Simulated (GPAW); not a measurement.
# Al (P-1) in GPAW: single point with PBE

Aim: the single point of Al with PBE.

All numbers are computed with GPAW 26.7.0; they aren't measurements. Logs are shortened: lines on timing, memory, paths and dates and some standing lists are left out, and cuts for length are marked. The log counts tension as positive stress, the text compression.

### Step 1. The cell of the first run

The typed cell holds 1 atom: a = 2.824 Å, b = 2.645 Å, c = 2.800 Å, α = 110.77°, β = 108.30°, γ = 109.45°.

This isn't the form of Al at room conditions, which is fcc.

### Step 2. Single point, PBE (cell sheared at random, sigma 0.03, atoms nudged by 0.01 Å)

The input, Al.xyz:

```xyz
1
Lattice="-1.5759003900 1.6569236100 1.6579838500 1.4794763400 -1.5976414500 1.5022776300 1.6144548200 1.6361958800 -1.5987016800" Properties=species:S:1:pos:R:3 pbc="T T T"
Al     0.0000000000      0.0000000000      0.0000000000
```

Potentials or basis: GPAW PAW data sets (gpaw-data 1.2.1), pw.

Run with:

```
$ OMP_NUM_THREADS=1 gpaw run Al.xyz -p 'mode=PW(600),xc=PBE,kpts={size:(11,12,12),gamma:True},occupations={name:fermi-dirac,width:0.05},nbands=7,convergence={density:1e-05,energy:1e-05},maxiter=150,txt=gpaw.txt' --properties efs -w gs.gpw
```

The log of the run:

```text
__  _  _
 | _ |_)|_||  |
 |__||  | ||/\| - 26.7.0

Input parameters:
  mode=PW(ecut=600.0),
  convergence={'density': 1e-05, 'energy': 1e-05},
  kpts=MonkhorstPack(size=[11, 12, 12], gamma=True),
  maxiter=150,
  nbands=7,
  occupations=Occupations(name='fermi-dirac', width=0.05),
  xc=XC(name='PBE')

Diagonalizing LCAO Hamiltonian
Converting LCAO to pw mode

       Al

Atoms  # Å, Bohr magnetons
|   | symbol |        x |        y |        z |    initial magnetic moments |
|---|--------|----------|----------|----------|-----------------------------|
| 0 |     Al | 0.000000 | 0.000000 | 0.000000 | ( 0.0000,  0.0000,  0.0000) |

Unit cell  # Å
| periodic |         x |         y |         z |  lengths |     angles |
|----------|-----------|-----------|-----------|----------|------------|
|      yes | -1.575900 |  1.656924 |  1.657984 | 2.824494 | 110.774947 |
|      yes |  1.479476 | -1.597641 |  1.502278 | 2.645401 | 108.304896 |
|      yes |  1.614455 |  1.636196 | -1.598702 | 2.799901 | 109.449141 |

Number of symmetries: 2
Symmetry operations  # r_c * U_cc + t_c -> r_c
|   | kind |            matrix            |
|---|------|------------------------------|
| 0 |  E   |  1, 0, 0,  0, 1, 0,  0, 0, 1 |
| 1 |  i   | -1, 0, 0,  0,-1, 0,  0, 0,-1 |

BZ-sampling:
  Number of BZ points: 1584
  Number of IBZ points: 794

  Monkhorst-Pack size: [11, 12, 12]
  Monkhorst-Pack shift: [0.0, 0.041666666666666664, 0.041666666666666664]

K-points  # in reciprocal-cell coordinates
|     |                                coordinates |     weight |
|-----|--------------------------------------------|------------|
|   0 | (  0.00000000,  -0.00000000,  -0.00000000) | 0.00063131 |
|   1 | (  0.00000000,  -0.00000000,   0.08333333) | 0.00126263 |
|   2 | (  0.00000000,  -0.00000000,   0.16666667) | 0.00126263 |
|   3 | (  0.00000000,  -0.00000000,   0.25000000) | 0.00126263 |
|   4 | (  0.00000000,  -0.00000000,   0.33333333) | 0.00126263 |
|   5 | (  0.00000000,  -0.00000000,   0.41666667) | 0.00126263 |
|   6 | (  0.00000000,  -0.00000000,   0.50000000) | 0.00063131 |
|   7 | (  0.00000000,   0.08333333,  -0.41666667) | 0.00126263 |
|   8 | (  0.00000000,   0.08333333,  -0.33333333) | 0.00126263 |
|   9 | (  0.00000000,   0.08333333,  -0.25000000) | 0.00126263 |
| ... |                                            |            |
| 793 | (  0.45454545,   0.50000000,   0.50000000) | 0.00126263 |

Plane wave coefficients: 551
Cutoff: 600.0 eV

Spin-components: 1 (collinear spins)
Bands:           7
Projectors:      5
Spin-degeneracy: 2
Datatype:        complex128

Parallelization:
  kpt:    1
  domain: 1
  band:   1

Density:
  Valence electrons: 3.0
  Components: 1
  Grid points: [16 15 16]
  Charge: 0.0  # |e|

Potential:
  Grid points: [16 15 16]

species:
  Al:
    name:    Aluminium
    Z:       13.0
    valence: 3
    core:    10
    charge:  0.0  # [|e|]
    compensation charges:
      type: gauss
      rc: 0.34  # [Å]
      lmax: 2
    cutoffs:
      filter: 1.91  # [Å]
      core: 2.36  # [Å]
    projectors
    | kind |    occ | energy [eV] | rcut [Å] |
    |------|--------|-------------|----------|
    |   3s |  2.000 |      -7.753 |    1.085 |
    |   3p |  1.000 |      -2.712 |    1.085 |
    |    s |        |      19.459 |    1.085 |
    |    p |        |      24.499 |    1.085 |
    |    d |        |       0.000 |    1.085 |

    Using partial waves for Al as LCAO basis

Reference energy: -6603.423265  # eV

eigensolver:
  PPCG
  Converge bands: occupied
  niter=2

density mixing:
  MSR1-Mixer
  Pratt-step length: 0.05
  Maximum mixing coefficient: 0.75
  Old densities: 10
  SVD Regularization: 0.005
  Good broyden scale: 1.0
  Trust region scale: 1.0
  Backstep threshold: 4.0
  History deletion threshold: 6.0
  Fourier metric: weight=20.0, sigma=0.015

occupation numbers:
  Fermi-Dirac:
    width: 0.0500  # eV

poisson solver:
  ecut: 4800.0  # eV

xc functional:
  name: PBE with 2 nearest neighbor stencil

convergence criteria:
[... 6 lines left out ...]
|iter     | |      energy | eigst |  dens |
|---------|-|-------------|-------|-------|
|iter:   1| |   -3.620850 | -0.21 |       |
|iter:   2| |   -3.621035 | -3.36 | -0.99 |
|iter:   3| |   -3.620023 | -3.28 | -1.01 |
|iter:   4| |   -3.620462 | -3.91 | -1.58 |
|iter:   5| |   -3.620480 | -5.92 | -2.83 |
|iter:   6| |   -3.620484c| -6.40 | -3.24 |
|iter:   7| |   -3.620484c| -8.47c| -4.67 |
|iter:   8| |   -3.620484c| -9.45c| -5.24c|

Converged in 8 steps
Energy contributions relative to reference atoms: (reference = -6603.423265)

Energy contributions:
  Kinetic:           5.437321
  Coulomb:          -3.148287
  Zero:             -0.007639
  External:          0.000000
  Xc:               -5.900095
  Entropy:          -0.003566
  Spinorbit:         0.000000
  ----------------------------
  Free energy:      -3.622267
  Extrapolated:     -3.620484

dipole moment: (-2.605773, -2.910370, -2.680493)  # |e|*Ang

Fermi level: 7.395
Eigenvalues  # (at kpt = [0.000, -0.000, -0.000])
| band index |      eig [eV] | occ [0-2] |
|------------|---------------|-----------|
|          0 |        -3.905 |     2.000 |
|          1 |        19.899 |     0.000 |
|          2 |        20.767 |     0.000 |
|          3 |        21.267 |     0.000 |
|          4 |        21.423 |     0.000 |
|          5 |        21.929 |     0.000 |
|          6 |        23.450 |     0.000 |

No gap
No difference between direct/indirect transitions

Forces  # eV/Ang
|       x |       y |       z |
|---------|---------|---------|
| 0.00000 | 0.00000 | 0.00000 |  # Al   0

Stress tensor  # eV/Ang^3
|         x |         y |         z |
|-----------|-----------|-----------|
| -0.026751 |  0.010383 | -0.018277 |
|  0.010383 | -0.035621 |  0.011394 |
| -0.018277 |  0.011394 | -0.026659 |

# Writing to gs.gpw (mode='')
```

Wall time 44 s (1 thread of Arm Neoverse V1, shared host); peak memory 0.24 GiB.

What came out:

| Quantity | Value |
| --- | --- |
| Free energy | -3.6223 eV |
| Pressure | 4.8 GPa |
| Band gap on the k mesh | none (metal or under the smearing width) |

Stress tensor (GPa, compression positive):
```
 4.29 -1.66  2.93
-1.66  5.71 -1.83
 2.93 -1.83  4.27
```
